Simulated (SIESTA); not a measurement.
Runs of SIESTA 5.4.2 on TiC. Symmetry: Fm-3m, No. 225, cubic system. The conventional cell has a = 4.331 Å, b = 4.331 Å, c = 4.331 Å, α = 90.00°, β = 90.00°, γ = 90.00°. Ti (site symmetry m-3m) is surrounded by 6 C at 2.17 Å. C (site symmetry m-3m) is surrounded by 6 Ti at 2.17 Å. The cell is a database's computed one.

```tsv
level	U	gap on the mesh (eV)	pressure (GPa)
PBE+U	Ti d U = 2 eV	none	(a)
PBE+U	Ti d U = 4 eV	none	14.2
PBE+U	Ti d U = 8 eV	none	28.7
PBE	-	none	1.4
PBE+U	Ti d U = 6 eV	none	21.3
```

Alike in all rows: task density of states; potentials or basis PseudoDojo 0.4 standard (PBE files), DZP (energy shift 0.003 Ry; two zetas on semicore shells); no spin polarisation; cell as given; k mesh 11 × 11 × 11; smearing fermi-dirac 0.05 eV; grid cutoff 800 Ry; energy shift 0.003 Ry.

Question: Estimate the missing entries.

Answer: (a) 7.6.

Caveats: the basis of atomic orbitals isn't converged, which shifts pressures, moduli and gaps; U without spin polarisation on a metal has little footing (some runs); the U is typed as a test and isn't derived for this compound (some runs); a pressure of tens of GPa on the cell as given is suspect, and the run, the potentials or the cell itself is likely at fault (some runs).

A gap of «none» marks a metal or a gap under the smearing width.
